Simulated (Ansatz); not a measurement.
Crystal: Gd.

```xyz
1
Lattice="-2.0250 2.0250 2.0250 2.0250 -2.0250 2.0250 2.0250 2.0250 -2.0250" Properties=species:S:1:pos:R:3 pbc="T T T"
Gd    0.0000    0.0000    0.0000
```

This isn't the form of Gd at room conditions, which is hcp.

Base run:

* Program: Ansatz 0.2.0
* Functional: PBEsol
* Potentials or basis: all-electron LAPW, scalar-relativistic
* Cutoff: 163 eV
* Density cutoff: 653 eV
* Basis error allowed: 0.001 eV/atom
* k mesh: 9 × 9 × 9
* Occupations: fermi-dirac, width 0.05 eV
* Spin: collinear spin, ferromagnetic start
* Starting moments: [7.0] μB
* Hubbard terms: Gd f U = 2 eV

Its results: band gap on the k mesh none (metal or under the smearing width); pressure -2.2 GPa; net moment 7.78 μB per cell; site moments Gd +7.58 μB.

Q: The run is repeated on the same cell with these changes: hubbard terms from Gd f U = 2 eV to Gd f U = 8 eV. What comes out?

A: Band gap on the k mesh none (metal or under the smearing width); pressure -1.8 GPa; net moment 7.81 μB per cell; site moments Gd +7.61 μB.

Caveats: the magnetic state may not be the lowest; an open f shell can end in a state above the lowest; U is the effective U less J, on atomic orbitals that reach past the spheres; spin-orbit coupling is left out, which moves the levels of the heavy elements.

Not every run made on this cell is shown here.
